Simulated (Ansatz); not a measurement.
CdTe and the effect of spin-orbit coupling

Symmetry: F-43m, No. 216, cubic system. Conventional cell: a = 6.410 Å, b = 6.410 Å, c = 6.410 Å, α = 90.00°, β = 90.00°, γ = 90.00°. Te (site symmetry -43m) has 4 Cd at 2.78 Å as nearest neighbours. Cd (site symmetry -43m) is surrounded by 4 Te at 2.78 Å.

Kept alike: task band structure; functional PBEsol; k mesh 7 × 7 × 7; occupations fermi-dirac, width 0.05 eV. Program: Ansatz, Ansatz PAW, cutoff 420 eV. The mesh is that of the run's cell of 2 atoms.

```csv
spin-orbit coupling,band gap (eV)
off,0.757
on,0.483
```

Gaps are the smaller of the mesh's and the band path's. All rows use potentials made for PBE.

The band gap runs from 0.483 (on) to 0.757 eV (off). Spin-orbit coupling splits p and d bands at the edges, and the more so the heavier the atoms. Measured: 1.607 eV (a printed reference work); nearest off, 0.850 eV off. Semilocal gaps fall short of quasiparticle gaps.
